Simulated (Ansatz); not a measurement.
GaS3: from a trial structure to a relaxed crystal

The calculation used DFT PBE, scalar-relativistic, plane waves, PAW (Ansatz). Cutoff 420 eV, Γ-centred k mesh, Gaussian smearing, no spin polarisation in the final step.

The start puts GaS3 on the Ni3Sn (D0_19) structure type (P6_3/mmc, No. 194), with Ga in place of Sn, S in place of Ni, at a guessed volume.

```yaml
crystal:
  lattice:
    - [6.17576, 0.00000, 0.00000]
    - [-3.08788, 5.34837, 0.00000]
    - [0.00000, 0.00000, 4.95700]
  atoms:
    - { symbol: Ga, position: [0.33333, 0.66667, 0.25000] }
    - { symbol: Ga, position: [0.66667, 0.33333, 0.75000] }
    - { symbol: S, position: [0.83300, 0.66600, 0.25000] }
    - { symbol: S, position: [0.16700, 0.83300, 0.75000] }
    - { symbol: S, position: [0.33400, 0.16700, 0.25000] }
    - { symbol: S, position: [0.16700, 0.33400, 0.75000] }
    - { symbol: S, position: [0.83300, 0.16700, 0.25000] }
    - { symbol: S, position: [0.66600, 0.83300, 0.75000] }
```

Cell and atoms relax at zero pressure; the relaxation can't lower the symmetry of the start. After a coarse first stage the cell is made exact in the group found at 0.06 Å.

Formation energies are uncorrected and refer to the elements' standard structures at the same level.

(1) Which crystal results?

(2) What are its volume, energy, density and gap?

## Answers

(1) It keeps P6_3/mmc (No. 194), but not the shape of the type it started on. Conventional cell: a = 7.133 Å, c = 3.360 Å. Ga has 6 S at 2.49 Å; S has 2 Ga at 2.49 Å and 4 S at 2.83 Å.

```cif
data_structure
_symmetry_space_group_name_H-M 'P6_3/mmc'
_symmetry_Int_Tables_number 194
_cell_length_a 7.1333
_cell_length_b 7.1333
_cell_length_c 3.3595
_cell_angle_alpha 90.000
_cell_angle_beta 90.000
_cell_angle_gamma 120.000
_cell_volume 148.04
loop_
_atom_site_label
_atom_site_type_symbol
_atom_site_symmetry_multiplicity
_atom_site_Wyckoff_symbol
_atom_site_fract_x
_atom_site_fract_y
_atom_site_fract_z
_atom_site_occupancy
Ga1 Ga 2 c 0.33333 0.66667 0.25000 1
S1 S 6 h 0.81553 0.63107 0.25000 1
```

(2) The volume per atom is 18.51 Å³ and the density is 3.72 g/cm³. The energy over the elements is 0.29 eV/atom. The gap on the 6×6×12 mesh is 0 eV (a metal).

The final run used a 6×6×12 mesh on its 8-atom cell and 0.10 eV smearing. For metals, differences of a few meV/atom aren't resolved. Symmetry constrained the relaxation, so the result can be a saddle point. The steps took about 7 core-minutes in all.